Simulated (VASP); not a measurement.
# TePb (Fm-3m) in VASP: further runs

One crystal, TePb, is run at these levels: LDA, r2SCAN, TB-mBJ; tasks: band structure.

Everything below comes from runs of VASP 6.6.1. Logs are shortened: lines on timing, memory, paths and dates and some standing lists are left out, and cuts for length are marked.

**1. The crystal as given**

The structure is cubic, space group Fm-3m (No. 225). The conventional cell has a = 6.462 Å, b = 6.462 Å, c = 6.462 Å, α = 90.00°, β = 90.00°, γ = 90.00°. Pb (site symmetry m-3m) is surrounded by 6 Te at 3.23 Å. Around Te (site symmetry m-3m) lie 6 Pb at 3.23 Å.

**2. Band structure, LDA, spin-orbit coupling, no magnetisation**

File INCAR:

```
ALGO = Fast
EDIFF = 1E-6
ENCUT = 520
GGA_COMPAT = False
ISIF = 2
ISMEAR = 0
KPAR = 2
LASPH = True
LCHARG = False
LORBIT = 11
LREAL = False
LSORBIT = True
LWAVE = False
MAGMOM = 0 0 0 0 0 0
NELM = 100
PREC = Accurate
SIGMA = 0.02
```

File KPOINTS:

```
k-points
0
Gamma
  6 6 6
```

File POSCAR:

```
TePb
1.0
    0.0000000000      3.2310000000      3.2310000000
    3.2310000000      0.0000000000      3.2310000000
    3.2310000000      3.2310000000      0.0000000000
Pb Te
1 1
Direct
    0.0000000000      0.0000000000      0.0000000000
    0.5000000000      0.5000000000      0.5000000000
```

File KPOINTS_OPT:

```
path GXWKGLUWLK,UX
15
line-mode
reciprocal
 0.0000000000  0.0000000000  0.0000000000  G
 0.5000000000  0.0000000000  0.5000000000  X

 0.5000000000  0.0000000000  0.5000000000  X
 0.5000000000  0.2500000000  0.7500000000  W

 0.5000000000  0.2500000000  0.7500000000  W
 0.3750000000  0.3750000000  0.7500000000  K

 0.3750000000  0.3750000000  0.7500000000  K
 0.0000000000  0.0000000000  0.0000000000  G

 0.0000000000  0.0000000000  0.0000000000  G
 0.5000000000  0.5000000000  0.5000000000  L

 0.5000000000  0.5000000000  0.5000000000  L
 0.6250000000  0.2500000000  0.6250000000  U

 0.6250000000  0.2500000000  0.6250000000  U
 0.5000000000  0.2500000000  0.7500000000  W

 0.5000000000  0.2500000000  0.7500000000  W
 0.5000000000  0.5000000000  0.5000000000  L

 0.5000000000  0.5000000000  0.5000000000  L
 0.3750000000  0.3750000000  0.7500000000  K

 0.6250000000  0.2500000000  0.6250000000  U
 0.5000000000  0.0000000000  0.5000000000  X
```

Potentials or basis: VASP PAW LDA potentials, release 64 (Pb_d, Te).

Run with:

```
$ cat potpaw_LDA.64/Pb_d/POTCAR potpaw_LDA.64/Te/POTCAR > POTCAR
$ mpirun -np 2 vasp_ncl > vasp.out
```

OUTCAR:

```text
EDIFF = 1E-6
   ENCUT = 520
   ISIF = 2
   ISMEAR = 0
   LASPH = True
   LORBIT = 11
   LREAL = False
   LSORBIT = True
   NELM = 100
   PREC = Accurate

 ion  position               nearest neighbor table
   1  0.000  0.000  0.000-   2 3.23   2 3.23   2 3.23   2 3.23   2 3.23   2 3.23
   2  0.500  0.500  0.500-   1 3.23   1 3.23   1 3.23   1 3.23   1 3.23   1 3.23

  LATTYP: Found a face centered cubic cell.
 ALAT       =     6.4620000000

  Lattice vectors:

 A1 = (   0.0000000000,   3.2310000000,   3.2310000000)
 A2 = (   3.2310000000,   0.0000000000,   3.2310000000)
 A3 = (   3.2310000000,   3.2310000000,   0.0000000000)

Analysis of symmetry for initial positions (statically):
=====================================================================
 Subroutine PRICEL returns:
 Original cell was already a primitive cell.

 Routine SETGRP: Setting up the symmetry group for a
 face centered cubic supercell.

 Subroutine GETGRP returns: Found 48 space group operations
 (whereof 48 operations were pure point group operations)
 out of a pool of 48 trial point group operations.

The static configuration has the point symmetry O_h .

Analysis of symmetry for dynamics (positions and initial velocities):
=====================================================================
 Subroutine PRICEL returns:
 Original cell was already a primitive cell.

 Routine SETGRP: Setting up the symmetry group for a
 face centered cubic supercell.

 Subroutine GETGRP returns: Found 48 space group operations
 (whereof 48 operations were pure point group operations)
 out of a pool of 48 trial point group operations.

The dynamic configuration has the point symmetry O_h .

Analysis of structural, dynamic, and magnetic symmetry:
=====================================================================
 Subroutine PRICEL returns:
 Original cell was already a primitive cell.

 Routine SETGRP: Setting up the symmetry group for a
[... 659 lines left out ...]
  -------------------------------------------------------------------------------------
  Total       -0.7924027     -0.7924027     -0.7924027     -0.0000000      0.0000000     -0.0000000
  in kB      -18.8198274    -18.8198274    -18.8198274     -0.0000000      0.0000000     -0.0000000
  external PRESSURE =     -18.8198274 kB  Pullay stress =       0.0000000 kB

 VOLUME and BASIS-vectors are now :
 -----------------------------------------------------------------------------
  energy-cutoff  :      520.00
  volume of cell :       67.46
      direct lattice vectors                 reciprocal lattice vectors
     0.000000000  3.231000000  3.231000000    -0.154750851  0.154750851  0.154750851
     3.231000000  0.000000000  3.231000000     0.154750851 -0.154750851  0.154750851
     3.231000000  3.231000000  0.000000000     0.154750851  0.154750851 -0.154750851

 POSITION                                       TOTAL-FORCE (eV/Angst)
 -----------------------------------------------------------------------------------
      0.00000      0.00000      0.00000        -0.000000      0.000000      0.000000
      3.23100      3.23100      3.23100         0.000000     -0.000000     -0.000000
 -----------------------------------------------------------------------------------
    total drift:                               -0.000000      0.000000      0.000000

  FREE ENERGIE OF THE ION-ELECTRON SYSTEM (eV)
  ---------------------------------------------------
  free  energy   TOTEN  =        -9.3110200417 eV

  energy  without entropy=       -9.3109742105  energy(sigma->0) =       -9.31099713

 Spin-Orbit-Coupling matrix elements

 Ion:    1  E_soc:     -0.9541965
 l=   1
     0.0000000    -0.0902344    -0.0902344
    -0.0902344     0.0000000    -0.0902344
    -0.0902344    -0.0902344     0.0000000
 l=   2
     0.0000000    -0.0137698     0.0000000    -0.0137698    -0.0550285
    -0.0137698     0.0000000    -0.0412714    -0.0137698    -0.0137571
     0.0000000    -0.0412714     0.0000000    -0.0412714     0.0000000
    -0.0137698    -0.0137698    -0.0412714     0.0000000    -0.0137571
    -0.0550285    -0.0137571     0.0000000    -0.0137571     0.0000000
 l=   3
     0.0000000     0.0000000     0.0000000     0.0000000     0.0000000     0.0000000     0.0000000
     0.0000000     0.0000000     0.0000000     0.0000000     0.0000000     0.0000000     0.0000000
     0.0000000     0.0000000     0.0000000     0.0000000     0.0000000     0.0000000     0.0000000
     0.0000000     0.0000000     0.0000000     0.0000000     0.0000000     0.0000000     0.0000000
     0.0000000     0.0000000     0.0000000     0.0000000     0.0000000     0.0000000     0.0000000
     0.0000000     0.0000000     0.0000000     0.0000000     0.0000000     0.0000000     0.0000000
     0.0000000     0.0000000     0.0000000     0.0000000     0.0000000     0.0000000     0.0000000

 Ion:    2  E_soc:     -0.2242464
 l=   1
     0.0000000    -0.0374322    -0.0374322
    -0.0374322     0.0000000    -0.0374322
    -0.0374322    -0.0374322     0.0000000
 l=   2
     0.0000000    -0.0000155     0.0000000    -0.0000155     0.0000732
    -0.0000155     0.0000000     0.0000549    -0.0000155     0.0000183
     0.0000000     0.0000549     0.0000000     0.0000549     0.0000000
    -0.0000155    -0.0000155     0.0000549     0.0000000     0.0000183
     0.0000732     0.0000183     0.0000000     0.0000183     0.0000000
 l=   3
     0.0000000     0.0000000     0.0000000     0.0000000     0.0000000     0.0000000     0.0000000
     0.0000000     0.0000000     0.0000000     0.0000000     0.0000000     0.0000000     0.0000000
     0.0000000     0.0000000     0.0000000     0.0000000     0.0000000     0.0000000     0.0000000
     0.0000000     0.0000000     0.0000000     0.0000000     0.0000000     0.0000000     0.0000000
     0.0000000     0.0000000     0.0000000     0.0000000     0.0000000     0.0000000     0.0000000
     0.0000000     0.0000000     0.0000000     0.0000000     0.0000000     0.0000000     0.0000000
     0.0000000     0.0000000     0.0000000     0.0000000     0.0000000     0.0000000     0.0000000

 total charge

# of ion       s       p       d       tot
------------------------------------------
    1        1.439   0.630   9.828  11.897
    2        1.389   1.975   0.020   3.385
--------------------------------------------------
tot          2.828   2.605   9.848  15.282

 magnetization (x)

# of ion       s       p       d       tot
------------------------------------------
    1        0.000  -0.000  -0.000  -0.000
    2       -0.000   0.000   0.000  -0.000
--------------------------------------------------
tot         -0.000  -0.000  -0.000  -0.000

 magnetization (y)

# of ion       s       p       d       tot
------------------------------------------
    1        0.000   0.000   0.000   0.000
    2       -0.000   0.000  -0.000  -0.000
--------------------------------------------------
tot          0.000   0.000   0.000   0.000

 magnetization (z)

# of ion       s       p       d       tot
------------------------------------------
    1       -0.000   0.000  -0.000  -0.000
    2        0.000  -0.000   0.000  -0.000
--------------------------------------------------
tot         -0.000  -0.000  -0.000  -0.000
```

OSZICAR:

```text
N       E                     dE             d eps       ncg     rms          rms(c)
DAV:   1     0.191477421127E+03    0.19148E+03   -0.87586E+03   896   0.139E+03
DAV:   2     0.985530468002E+01   -0.18162E+03   -0.17678E+03   916   0.376E+02
DAV:   3    -0.856463253716E+01   -0.18420E+02   -0.18126E+02  1164   0.140E+02
DAV:   4    -0.936572254574E+01   -0.80109E+00   -0.79902E+00  1112   0.316E+01
DAV:   5    -0.940698620208E+01   -0.41264E-01   -0.41259E-01  1280   0.695E+00    0.410E+00
RMM:   6    -0.931510190018E+01    0.91884E-01   -0.11121E-01   982   0.280E+00    0.261E+00
RMM:   7    -0.931165385819E+01    0.34480E-02   -0.42191E-02  1213   0.143E+00    0.157E+00
RMM:   8    -0.931137418366E+01    0.27967E-03   -0.37986E-03  1253   0.848E-01    0.622E-01
RMM:   9    -0.931099850897E+01    0.37567E-03   -0.16269E-03  1070   0.545E-01    0.430E-02
RMM:  10    -0.931100341986E+01   -0.49109E-05   -0.56114E-04  1261   0.290E-01    0.380E-02
[... 82 further cycles ...]
DAV:   8    -0.177773128651E+04   -0.31127E-05     1140
DAV:   9    -0.177773128658E+04   -0.68937E-07      584
       N       E                     dE             ncg
DAV:   1     0.680510454245E+04   -0.30831E+04      336
DAV:   2     0.573590411650E+04   -0.10692E+04      336
DAV:   3     0.564379294116E+04   -0.92111E+02      464
DAV:   4     0.564034340698E+04   -0.34495E+01      488
DAV:   5     0.564024993924E+04   -0.93468E-01      416
DAV:   6     0.564024774436E+04   -0.21949E-02      468
DAV:   7     0.564024769855E+04   -0.45810E-04      416
DAV:   8     0.564024769757E+04   -0.98778E-06      436
```

stdout:

```text
POSCAR found type information on POSCAR PbTe
 POSCAR found :  2 types and       2 ions
 scaLAPACK will be used
 LDA part: xc-table for (Slater(with rela. corr.)+CA(PZ))
 , standard interpolation
 POSCAR, INCAR and KPOINTS ok, starting setup
 FFT: planning ... GRIDC
 FFT: planning ... GRID_SOFT
 FFT: planning ... GRID
 WAVECAR not read
 entering main loop
 Start KPOINTS_OPT (optional k-point list driver)
k-point batch [1-16\150]
k-point batch [17-32\150]
k-point batch [33-48\150]
k-point batch [49-64\150]
k-point batch [65-80\150]
k-point batch [81-96\150]
k-point batch [97-112\150]
k-point batch [113-128\150]
k-point batch [129-144\150]
k-point batch [145-150\150]
```

Wall time 5.2 min (2 MPI ranks of Intel Xeon Platinum 8488C (Sapphire Rapids), shared host); peak memory 0.35 GiB.

Results:

```yaml
Free_energy: -9.3110 eV
Pressure: -1.9 GPa
Valence_electrons_inside_the_program's_atomic_spheres: Pb 11.90; Te 3.38
```

**3. Band structure, r2SCAN, spin-orbit coupling, no magnetisation**

INCAR: that of step 2 with these lines changed.

```diff
@@ -1,2 +1,2 @@
-ALGO = Fast
+ALGO = Normal
 EDIFF = 1E-6
@@ -9,2 +9,3 @@
 LCHARG = False
+LMIXTAU = True
 LORBIT = 11
@@ -14,2 +15,3 @@
 MAGMOM = 0 0 0 0 0 0
+METAGGA = R2SCAN
 NELM = 100
```

KPOINTS is that of step 2.

POSCAR is that of step 2.

KPOINTS_OPT is that of step 2.

Potentials or basis: VASP PAW PBE potentials, release 64 (Pb_d, Te).

Run with:

```
$ cat potpaw_PBE.64/Pb_d/POTCAR potpaw_PBE.64/Te/POTCAR > POTCAR
$ mpirun -np 2 vasp_ncl > vasp.out
```

Wall time 16 min (2 MPI ranks of Intel Xeon Platinum 8488C (Sapphire Rapids), shared host); peak memory 0.48 GiB.

The run converged. Its results:

| Item | Value |
| --- | --- |
| Free energy | -83.1897 eV |
| Pressure | 1.4 GPa |
| Valence electrons inside the program's atomic spheres | Pb 11.86; Te 3.44 |

Caveat: the PAW data sets were made with another functional, which shifts forces and pressure a little.

**4. Band structure, TB-mBJ, spin-orbit coupling, no magnetisation**

POSCAR is that of step 3.

File INCAR.step1:

```
ALGO = Normal
EDIFF = 1E-5
ENCUT = 520
GGA = PE
GGA_COMPAT = False
ISIF = 2
ISMEAR = 0
KPAR = 2
LASPH = True
LCHARG = False
LORBIT = 11
LREAL = False
LSORBIT = True
LWAVE = True
MAGMOM = 0 0 0 0 0 0
NELM = 100
PREC = Accurate
SIGMA = 0.02
```

File INCAR.step2:

```
ALGO = Normal
EDIFF = 1E-6
ENCUT = 520
GGA_COMPAT = False
ISIF = 2
ISMEAR = 0
ISTART = 1
KPAR = 2
LASPH = True
LCHARG = False
LORBIT = 11
LREAL = False
LSORBIT = True
LWAVE = False
MAGMOM = 0 0 0 0 0 0
METAGGA = MBJ
NELM = 100
PREC = Accurate
SIGMA = 0.02
```

KPOINTS is that of step 3.

KPOINTS_OPT is that of step 3.

Run with:

```
$ cat potpaw_PBE.64/Pb_d/POTCAR potpaw_PBE.64/Te/POTCAR > POTCAR
$ cp INCAR.step1 INCAR
$ mpirun -np 2 vasp_ncl > vasp.out
$ cp INCAR.step2 INCAR
$ mpirun -np 2 vasp_ncl > vasp.out
```

Wall time 6.6 min (2 MPI ranks of Intel Xeon Platinum 8488C (Sapphire Rapids), shared host); peak memory 0.43 GiB.

The run converged. Its results:

```yaml
Valence_electrons_inside_the_program's_atomic_spheres: Pb 11.75; Te 3.46
```

Caveat: the PAW data sets were made with another functional, which shifts forces and pressure a little.

**5. Summary**

| level | potentials or basis | further INCAR settings | pressure (GPa) |
| --- | --- | --- | --- |
| LDA | VASP PAW LDA potentials, release 64 (Pb_d, Te) | ALGO = Fast; EDIFF = 1e-06 | -1.9 |
| r2SCAN | VASP PAW PBE potentials, release 64 (Pb_d, Te) | ALGO = Normal; EDIFF = 1e-06 | 1.4 |
| TB-mBJ | VASP PAW PBE potentials, release 64 (Pb_d, Te) | ALGO = Normal; EDIFF = 1e-06 | - |

Alike in all rows: task band structure; spin SOC, no magnetisation; cell as given; k mesh 6 × 6 × 6; cutoff (eV) 520; smearing gaussian 0.02 eV.

Caveats: the PAW data sets were made with another functional, which shifts forces and pressure a little (some runs).

Total energies depend on the potentials used, so only differences within one code and one set of settings carry meaning.
